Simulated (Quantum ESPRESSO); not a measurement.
# GaP (F-43m) in Quantum ESPRESSO: reference runs

How does GaP come out in PBE? The cell is run as given and disturbed.

All numbers are computed with Quantum ESPRESSO 7.5; they aren't measurements. Logs are shortened: lines on timing, memory, paths and dates and some standing lists are left out, and cuts for length are marked.

**Measured values to compare with.**

From “Stacking defects in GaP nanowires: Electronic structure and optical properties”, 2018, arxiv:1810.01194, for a bulk crystal of GaP at 10 K: band gap 2.34 eV (indirect).

The runs below are set against these values where they give the same quantity.

## Step 1: The structure

Symmetry: F-43m, No. 216, cubic system. Conventional cell: a = 5.451 Å, b = 5.451 Å, c = 5.451 Å, α = 90.00°, β = 90.00°, γ = 90.00°. Around Ga (site symmetry -43m) lie 4 P at 2.36 Å. Around P (site symmetry -43m) lie 4 Ga at 2.36 Å.

## Step 2: Single point, PBE

Contents of pw.in:

```
&CONTROL
  calculation = 'scf'
  prefix = 'pwscf'
  outdir = './tmp'
  pseudo_dir = './pseudo'
  tprnfor = .true.
  tstress = .true.
  disk_io = 'nowf'
/
&SYSTEM
  ibrav = 0
  nat = 2
  ntyp = 2
  ecutwfc = 70
  ecutrho = 560
  nbnd = 15
  occupations = 'smearing'
  smearing = 'fd'
  degauss = 0.00367493
/
&ELECTRONS
  conv_thr = 4d-10
  electron_maxstep = 120
  mixing_beta = 0.5
/
ATOMIC_SPECIES
Ga    69.7230 Ga.pbe-dn-kjpaw_psl.1.0.0.UPF
P     30.9738 P.pbe-n-rrkjus_psl.1.0.0.UPF
CELL_PARAMETERS angstrom
   0.0000000000    2.7252500000    2.7252500000
   2.7252500000    0.0000000000    2.7252500000
   2.7252500000    2.7252500000    0.0000000000
ATOMIC_POSITIONS crystal
Ga     0.0000000000    0.0000000000    0.0000000000
P      0.7500000000    0.7500000000    0.7500000000
K_POINTS automatic
8 8 8 0 0 0
```

Potentials or basis: SSSP 1.3 efficiency PBE.

Command:

```
$ OMP_NUM_THREADS=1 pw.x -in pw.in > pw.out
```

pw.out:

```text
This program is part of the open-source Quantum ESPRESSO suite
     for quantum simulation of materials; please cite
         "P. Giannozzi et al., J. Phys.:Condens. Matter 21 395502 (2009);
         "P. Giannozzi et al., J. Phys.:Condens. Matter 29 465901 (2017);
         "P. Giannozzi et al., J. Chem. Phys. 152 154105 (2020);
     in publications or presentations arising from this work. More details at

     file Ga.pbe-dn-kjpaw_psl.1.0.0.UPF: wavefunction(s)  4S renormalized
     Message from routine setup:
     using ibrav=0 with symmetry is DISCOURAGED, use correct ibrav instead

     G-vector sticks info
     --------------------
     sticks:   dense  smooth     PW     G-vecs:    dense   smooth      PW
     Sum        2053    1027    313                61239    21595    3527

     Using Slab Decomposition

     bravais-lattice index     =            0
     lattice parameter (alat)  =       7.2832  a.u.
     unit-cell volume          =     273.1780 (a.u.)^3
     number of atoms/cell      =            2
     number of atomic types    =            2
     number of electrons       =        18.00
     number of Kohn-Sham states=           15
     kinetic-energy cutoff     =      70.0000  Ry
     charge density cutoff     =     560.0000  Ry
     scf convergence threshold =      4.0E-10
     mixing beta               =       0.5000
     number of iterations used =            8  plain     mixing
     Exchange-correlation= PBE
                           (   1   4   3   4   0   0   0)

     celldm(1)=   7.283166  celldm(2)=   0.000000  celldm(3)=   0.000000
     celldm(4)=   0.000000  celldm(5)=   0.000000  celldm(6)=   0.000000

     crystal axes: (cart. coord. in units of alat)
               a(1) = (   0.000000   0.707107   0.707107 )
               a(2) = (   0.707107   0.000000   0.707107 )
               a(3) = (   0.707107   0.707107   0.000000 )

     reciprocal axes: (cart. coord. in units 2 pi/alat)
               b(1) = ( -0.707107  0.707107  0.707107 )
               b(2) = (  0.707107 -0.707107  0.707107 )
               b(3) = (  0.707107  0.707107 -0.707107 )

     PseudoPot. # 1 for Ga read from file:
     Ga.pbe-dn-kjpaw_psl.1.0.0.UPF
     Pseudo is Projector augmented-wave + core cor, Zval = 13.0
     Generated using "atomic" code by A. Dal Corso  v.5.1
     Shape of augmentation charge: PSQ
     Using radial grid of 1205 points,  6 beta functions with:
                l(1) =   0
                l(2) =   0
                l(3) =   1
                l(4) =   1
                l(5) =   2
                l(6) =   2
     Q(r) pseudized with 0 coefficients

     PseudoPot. # 2 for P  read from file:
     P.pbe-n-rrkjus_psl.1.0.0.UPF
     Pseudo is Ultrasoft + core correction, Zval =  5.0
     Generated using "atomic" code by A. Dal Corso  v.5.1
     Using radial grid of 1147 points,  6 beta functions with:
                l(1) =   0
                l(2) =   0
                l(3) =   1
                l(4) =   1
                l(5) =   2
                l(6) =   2
     Q(r) pseudized with 0 coefficients

     atomic species   valence    mass     pseudopotential
     Ga               13.00    69.72300     Ga( 1.00)
     P                 5.00    30.97380     P ( 1.00)

     24 Sym. Ops. (no inversion) found

   Cartesian axes

     site n.     atom                  positions (alat units)
         1        Ga     tau(   1) = (   0.0000000   0.0000000   0.0000000  )
         2        P      tau(   2) = (   1.0606602   1.0606602   1.0606602  )

     number of k points=    29  Fermi-Dirac smearing, width (Ry)=  0.0037
                       cart. coord. in units 2pi/alat
        k(    1) = (   0.0000000   0.0000000   0.0000000), wk =   0.0039062
        k(    2) = (   0.0883883   0.0883883  -0.0883883), wk =   0.0312500
        k(    3) = (   0.1767767   0.1767767  -0.1767767), wk =   0.0312500
        k(    4) = (   0.2651650   0.2651650  -0.2651650), wk =   0.0312500
        k(    5) = (  -0.3535534  -0.3535534   0.3535534), wk =   0.0156250
        k(    6) = (   0.1767767   0.0000000   0.0000000), wk =   0.0234375
[... 21 lines left out ...]
        k(   28) = (  -0.7071068   0.1767767  -0.0000000), wk =   0.0468750
        k(   29) = (  -0.7071068   0.3535534   0.0000000), wk =   0.0234375

     Dense  grid:    61239 G-vectors     FFT dimensions: (  60,  60,  60)

     Smooth grid:    21595 G-vectors     FFT dimensions: (  40,  40,  40)

     Initial potential from superposition of free atoms

     starting charge      17.9969, renormalised to      18.0000
     Starting wfcs are   13 randomized atomic wfcs +    2 random wfcs

     Self-consistent Calculation

     iteration #  1     ecut=    70.00 Ry     beta= 0.50
     Davidson diagonalization with overlap
     ethr =  1.00E-02,  avg # of iterations =  6.0

     Threshold (ethr) on eigenvalues was too large:
     Diagonalizing with lowered threshold

     Davidson diagonalization with overlap
     ethr =  3.63E-04,  avg # of iterations =  6.7

     total energy              =    -292.01496573 Ry
     estimated scf accuracy    <       0.07369433 Ry
[... 19 lines left out ...]
     total energy              =    -292.03334928 Ry
     estimated scf accuracy    <       0.00093921 Ry

     iteration #  5     ecut=    70.00 Ry     beta= 0.50
     Davidson diagonalization with overlap
     c_bands:  1 eigenvalues not converged
     ethr =  5.22E-06,  avg # of iterations =  5.1

     total energy              =    -292.03351742 Ry
     estimated scf accuracy    <       0.00001838 Ry

     iteration #  6     ecut=    70.00 Ry     beta= 0.50
     Davidson diagonalization with overlap
     ethr =  1.02E-07,  avg # of iterations =  8.2
[... 25 lines left out ...]
     iteration # 10     ecut=    70.00 Ry     beta= 0.50
     Davidson diagonalization with overlap
     ethr =  1.63E-11,  avg # of iterations =  7.4

     End of self-consistent calculation

          k = 0.0000 0.0000 0.0000 (  2733 PWs)   bands (ev):

    -7.4523  -7.4523  -7.4523  -7.3535  -7.3535  -5.4079   7.0862   7.0862
     7.0862   8.9156  10.9724  10.9724  10.9724  15.9042  16.8172
[... 93 lines left out ...]
    -7.5549  -7.4063  -7.3957  -7.3725  -7.3412  -2.4771   0.5397   3.1479
     4.8304   9.2756  11.8892  15.3249  15.3480  16.3903  17.4509

          k =-0.7071 0.0000 0.0000 (  2698 PWs)   bands (ev):

    -7.5708  -7.3894  -7.3867  -7.3867  -7.3317  -2.4416   0.3307   4.4014
     4.4014   8.7420   8.9103  17.6655  17.6655  18.2872  19.4187

          k = 0.3536 0.1768 0.0000 (  2704 PWs)   bands (ev):
[... 26 lines left out ...]
    -7.5448  -7.4177  -7.4006  -7.3638  -7.3468  -2.7546   0.8640   3.2170
     4.7675  10.7080  12.5821  12.6824  15.1759  15.9919  17.7382

          k =-0.7071 0.1768-0.0000 (  2708 PWs)   bands (ev):

    -7.5619  -7.3993  -7.3919  -7.3780  -7.3369  -2.3963   0.4269   3.9208
     3.9945   9.8568  10.0292  15.5811  15.6775  18.5876  18.9389

          k =-0.7071 0.3536 0.0000 (  2720 PWs)   bands (ev):

    -7.5515  -7.4135  -7.3926  -7.3684  -7.3447  -2.3494   0.5375   3.5091
     3.6642  11.7932  11.9522  13.1934  13.2365  18.6825  18.9042

     the Fermi energy is     7.8783 ev

!    total energy              =    -292.03356490 Ry
     estimated scf accuracy    <          2.9E-10 Ry
     smearing contrib. (-TS)   =      -0.00000000 Ry
     internal energy E=F+TS    =    -292.03356490 Ry

     The total energy is F=E-TS. E is the sum of the following terms:
     one-electron contribution =    -114.84804261 Ry
     hartree contribution      =      73.24597671 Ry
     xc contribution           =     -42.61037538 Ry
     ewald contribution        =     -96.47762389 Ry
     one-center paw contrib.   =    -111.34349972 Ry

     convergence has been achieved in  10 iterations

     Forces acting on atoms (cartesian axes, Ry/au):

     atom    1 type  1   force =     0.00000000    0.00000000    0.00000000
     atom    2 type  2   force =    -0.00000000   -0.00000000   -0.00000000

     Total force =     0.000000     Total SCF correction =     0.000000

     Computing stress (Cartesian axis) and pressure

          total   stress  (Ry/bohr**3)                   (kbar)     P=       23.95
   0.00016281  -0.00000000   0.00000000           23.95       -0.00        0.00
  -0.00000000   0.00016281   0.00000000           -0.00       23.95        0.00
   0.00000000   0.00000000   0.00016281            0.00        0.00       23.95

=------------------------------------------------------------------------------=
   JOB DONE.
=------------------------------------------------------------------------------=
```

Run time: 43 s. Hardware: 1 thread of Arm Neoverse V1, shared host; peak memory 0.27 GiB.

Results:

- Free energy: -3973.3191 eV
- Pressure: 2.4 GPa
- Band gap on the k mesh: 1.64 eV, indirect (least direct gap 1.83 eV)

## Step 3: Single point, PBE (atoms moved at random, drawn with an rms of 0.05 Å)

Changes to pw.in since step 2:

```diff
@@ -33,4 +33,4 @@
 ATOMIC_POSITIONS crystal
-Ga     0.0000000000    0.0000000000    0.0000000000
-P      0.7500000000    0.7500000000    0.7500000000
+Ga    -0.0013860000   -0.0157230000    0.0174070000
+P      0.7476240000    0.7471280000    0.7528140000
 K_POINTS automatic
```

Potentials or basis: SSSP 1.3 efficiency PBE.

Command:

```
$ OMP_NUM_THREADS=1 pw.x -in pw.in > pw.out
```

pw.out:

```text
This program is part of the open-source Quantum ESPRESSO suite
     for quantum simulation of materials; please cite
         "P. Giannozzi et al., J. Phys.:Condens. Matter 21 395502 (2009);
         "P. Giannozzi et al., J. Phys.:Condens. Matter 29 465901 (2017);
         "P. Giannozzi et al., J. Chem. Phys. 152 154105 (2020);
     in publications or presentations arising from this work. More details at

     file Ga.pbe-dn-kjpaw_psl.1.0.0.UPF: wavefunction(s)  4S renormalized

     G-vector sticks info
     --------------------
     sticks:   dense  smooth     PW     G-vecs:    dense   smooth      PW
     Sum        2053    1027    313                61239    21595    3527

     Using Slab Decomposition

     bravais-lattice index     =            0
     lattice parameter (alat)  =       7.2832  a.u.
     unit-cell volume          =     273.1780 (a.u.)^3
     number of atoms/cell      =            2
     number of atomic types    =            2
     number of electrons       =        18.00
     number of Kohn-Sham states=           15
     kinetic-energy cutoff     =      70.0000  Ry
     charge density cutoff     =     560.0000  Ry
     scf convergence threshold =      4.0E-10
     mixing beta               =       0.5000
     number of iterations used =            8  plain     mixing
     Exchange-correlation= PBE
                           (   1   4   3   4   0   0   0)

     celldm(1)=   7.283166  celldm(2)=   0.000000  celldm(3)=   0.000000
     celldm(4)=   0.000000  celldm(5)=   0.000000  celldm(6)=   0.000000

     crystal axes: (cart. coord. in units of alat)
               a(1) = (   0.000000   0.707107   0.707107 )
               a(2) = (   0.707107   0.000000   0.707107 )
               a(3) = (   0.707107   0.707107   0.000000 )

     reciprocal axes: (cart. coord. in units 2 pi/alat)
               b(1) = ( -0.707107  0.707107  0.707107 )
               b(2) = (  0.707107 -0.707107  0.707107 )
               b(3) = (  0.707107  0.707107 -0.707107 )

     PseudoPot. # 1 for Ga read from file:
     Ga.pbe-dn-kjpaw_psl.1.0.0.UPF
     Pseudo is Projector augmented-wave + core cor, Zval = 13.0
     Generated using "atomic" code by A. Dal Corso  v.5.1
     Shape of augmentation charge: PSQ
     Using radial grid of 1205 points,  6 beta functions with:
                l(1) =   0
                l(2) =   0
                l(3) =   1
                l(4) =   1
                l(5) =   2
                l(6) =   2
     Q(r) pseudized with 0 coefficients

     PseudoPot. # 2 for P  read from file:
     P.pbe-n-rrkjus_psl.1.0.0.UPF
     Pseudo is Ultrasoft + core correction, Zval =  5.0
     Generated using "atomic" code by A. Dal Corso  v.5.1
     Using radial grid of 1147 points,  6 beta functions with:
                l(1) =   0
                l(2) =   0
                l(3) =   1
                l(4) =   1
                l(5) =   2
                l(6) =   2
     Q(r) pseudized with 0 coefficients

     atomic species   valence    mass     pseudopotential
     Ga               13.00    69.72300     Ga( 1.00)
     P                 5.00    30.97380     P ( 1.00)

     No symmetry found

   Cartesian axes

     site n.     atom                  positions (alat units)
         1        Ga     tau(   1) = (   0.0011908   0.0113286  -0.0120979  )
         2        P      tau(   2) = (   1.0606192   1.0609699   1.0569493  )

     number of k points=   260  Fermi-Dirac smearing, width (Ry)=  0.0037

     Number of k-points >= 100: set verbosity='high' to print them.

     Dense  grid:    61239 G-vectors     FFT dimensions: (  60,  60,  60)

     Smooth grid:    21595 G-vectors     FFT dimensions: (  40,  40,  40)

     Initial potential from superposition of free atoms

     starting charge      17.9969, renormalised to      18.0000
     Starting wfcs are   13 randomized atomic wfcs +    2 random wfcs

     Self-consistent Calculation

     iteration #  1     ecut=    70.00 Ry     beta= 0.50
     Davidson diagonalization with overlap
     ethr =  1.00E-02,  avg # of iterations =  6.1

     Threshold (ethr) on eigenvalues was too large:
     Diagonalizing with lowered threshold

     Davidson diagonalization with overlap
     ethr =  3.71E-04,  avg # of iterations =  6.7

     total energy              =    -292.01363234 Ry
     estimated scf accuracy    <       0.07507052 Ry

     iteration #  2     ecut=    70.00 Ry     beta= 0.50
     Davidson diagonalization with overlap
     ethr =  4.17E-04,  avg # of iterations =  2.2

     total energy              =    -292.02761912 Ry
     estimated scf accuracy    <       0.00678238 Ry

     iteration #  3     ecut=    70.00 Ry     beta= 0.50
     Davidson diagonalization with overlap
     c_bands:  1 eigenvalues not converged
     ethr =  3.77E-05,  avg # of iterations =  8.0
[... 57 lines left out ...]
     total energy              =    -292.03248155 Ry
     estimated scf accuracy    <       0.00000005 Ry

     iteration # 10     ecut=    70.00 Ry     beta= 0.50
     Davidson diagonalization with overlap
     ethr =  2.82E-10,  avg # of iterations =  4.9

     total energy              =    -292.03248156 Ry
     estimated scf accuracy    <       0.00000002 Ry

     iteration # 11     ecut=    70.00 Ry     beta= 0.50
     Davidson diagonalization with overlap
     ethr =  8.68E-11,  avg # of iterations =  2.1

     End of self-consistent calculation

     Number of k-points >= 100: set verbosity='high' to print the bands.

     the Fermi energy is     7.9136 ev

!    total energy              =    -292.03248156 Ry
     estimated scf accuracy    <          6.5E-11 Ry
     smearing contrib. (-TS)   =      -0.00000000 Ry
     internal energy E=F+TS    =    -292.03248156 Ry

     The total energy is F=E-TS. E is the sum of the following terms:
     one-electron contribution =    -114.86089971 Ry
     hartree contribution      =      73.25079004 Ry
     xc contribution           =     -42.61077348 Ry
     ewald contribution        =     -96.46724759 Ry
     one-center paw contrib.   =    -111.34435083 Ry

     convergence has been achieved in  11 iterations

     Forces acting on atoms (cartesian axes, Ry/au):

     atom    1 type  1   force =    -0.00353583   -0.01690534    0.01300073
     atom    2 type  2   force =     0.00353583    0.01690534   -0.01300073

     Total force =     0.030572     Total SCF correction =     0.000010

     Computing stress (Cartesian axis) and pressure

          total   stress  (Ry/bohr**3)                   (kbar)     P=       24.97
   0.00017264   0.00007019  -0.00009141           25.40       10.33      -13.45
   0.00007019   0.00016710  -0.00001871           10.33       24.58       -2.75
  -0.00009141  -0.00001871   0.00016945          -13.45       -2.75       24.93

=------------------------------------------------------------------------------=
   JOB DONE.
=------------------------------------------------------------------------------=
```

It took 4.5 min on 1 thread of Arm Neoverse V1, shared host; peak memory 0.4 GiB.

Results:

```
Free energy            : -3973.3043 eV
Pressure               : 2.5 GPa
Largest force          : 0.556 eV/Å
Band gap on the k mesh : 1.45 eV, indirect (least direct gap 1.68 eV)
```

Forces on the atoms (eV/Å):
```
Ga  -0.091 -0.435  0.334
P    0.091  0.435 -0.334
```

Levels at points of the mesh, in eV from the valence-band top:
```tsv
k point	band 7	band 8	band 9	band 10	band 11	band 12
(0.00, 0.00, 0.00)	-0.32	-0.13	0.00	1.68	3.66	3.72
(0.00, 0.00, -0.50)	-6.96	-1.32	-1.18	1.62	4.53	4.74
(0.00, -0.50, -0.50)	-6.91	-2.83	-2.83	1.50	1.67	10.43
(0.50, 0.50, 0.50)	-6.75	-1.41	-1.13	1.51	4.36	4.75
(-0.50, 0.00, 0.00)	-6.80	-1.41	-1.12	1.53	4.37	4.77
(0.00, -0.50, 0.00)	-6.63	-1.38	-1.19	1.45	4.38	4.64
(-0.50, 0.00, -0.50)	-6.90	-2.89	-2.78	1.45	1.73	10.38
(-0.50, -0.50, 0.00)	-6.90	-2.87	-2.79	1.47	1.71	10.39
```

A k mesh can miss the band edges.

## Step 4: Comparison with measurements

Step 2. Measured gap of GaP: 2.34 eV (indirect; 10 K; quoted in “Stacking defects in GaP nanowires: Electronic structure and optical properties”, 2018, arxiv:1810.01194). This calculation gives 1.64 eV (-0.70 eV). Spin-orbit coupling on Ga is left out. The value is that of PBE on a finite k mesh, which can miss the band edges, without temperature or zero-point motion. Semilocal functionals fall short of measured gaps as a rule.
